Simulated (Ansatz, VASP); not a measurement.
Ta in VASP and in Ansatz

File INCAR:

```
ALGO = Normal ; EDIFF = 1E-8
ENCUT = 520 ; GGA = PE
ISIF = 2 ; ISMEAR = -1
LASPH = True ; LCHARG = False
LEFG = True ; LREAL = False
LWAVE = False ; NBANDS = 12
NELM = 80 ; PREC = Accurate
SIGMA = 0.08
```

The input KPOINTS:

```
k-points
0
Gamma
  17 17 17
```

Contents of POSCAR:

```
Ta
1.0
   -1.6622159478      1.6622159478      1.6622159478
    1.6622159478     -1.6622159478      1.6622159478
    1.6622159478      1.6622159478     -1.6622159478
Ta
1
Direct
    0.0000000000      0.0000000000      0.0000000000
```

Input for Ansatz:

```yaml
crystal:
  lattice:
    - [-1.6622159478, 1.6622159478, 1.6622159478]
    - [1.6622159478, -1.6622159478, 1.6622159478]
    - [1.6622159478, 1.6622159478, -1.6622159478]
  atoms:
    - { symbol: Ta, position: [0.0, 0.0, 0.0] }
kpoints:
  mp_grid: { grid: [17, 17, 17] }
scf:
  occupations: { method: fermi_dirac, width: 0.08 }
hamiltonian:
  xc: pbe
  pseudopotentials: { kind: all_electron, datasets: crystal }
output:
  forces: true
  stress: true
  eigenvalues: true
  efg: { contact_densities: true }
```

Change from the starting cell: volume scaled by 1.02, crystal datasets.

Alike in both runs: task electric field gradients; functional PBE; k mesh 17 × 17 × 17; occupations fermi-dirac, width 0.08 eV; no spin polarisation.

```csv
,VASP,Ansatz
version,VASP 6.6.1,Ansatz 0.2.0
potentials or method,"VASP PAW PBE potentials, release 64 (Ta_pv)","all-electron PAW with datasets made for the crystal, scalar-relativistic"
plane-wave cutoff (eV),520,see its input
```

```csv
,VASP,Ansatz,Ansatz less VASP
pressure (GPa),-0.7,-0.9,-0.12
Vzz of the field gradient on the site that differs most (V/Å²),0.0,0.0,0.00
```

Ansatz ran all-electron here, so the differences hold the error of VASP's frozen core and of both bases. Ansatz warned: «gradients_without_spin_orbit».

The runs have no spin-orbit coupling, so splittings on Ta are missing.
